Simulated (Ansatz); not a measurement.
## Cd: equation of state with PBE

Crystal: Cd.

```
CELL_PARAMETERS angstrom
2.97887 0.00000 0.00000
-1.48944 2.57978 0.00000
0.00000 0.00000 5.61765
ATOMIC_POSITIONS crystal
Cd 0.66667 0.33333 0.75000
Cd 0.33333 0.66667 0.25000
```

* Program: Ansatz 0.2.0
* Task: equation of state
* Functional: PBE
* Potentials or basis: Ansatz PAW
* Cutoff: 420 eV
* Density cutoff: 1680 eV
* k mesh: 10 × 10 × 5
* Occupations: fermi-dirac, width 0.05 eV
* Spin: no spin polarisation

| Item | Value |
| --- | --- |
| Equilibrium volume | 22.76 Å³/atom |
| Bulk modulus at fixed shape and positions | 46 GPa |
| Pressure derivative of the bulk modulus | 5.9 |

Energy against volume, from the lowest point:
| volume (Å³/atom) | energy (meV/atom) |
| --- | --- |
| 20.290 | 50.29 |
| 20.722 | 32.59 |
| 21.154 | 19.26 |
| 21.585 | 9.77 |
| 22.017 | 3.67 |
| 22.449 | 0.53 |
| 22.880 | 0.00 |

All runs of the series together: 23 s on 1 thread of Arm Neoverse N1, with other jobs on the host.

Caveat: the cell was scaled at fixed shape and fractional positions, which overstates the stiffness of a crystal with free parameters, most of all of layers and chains.
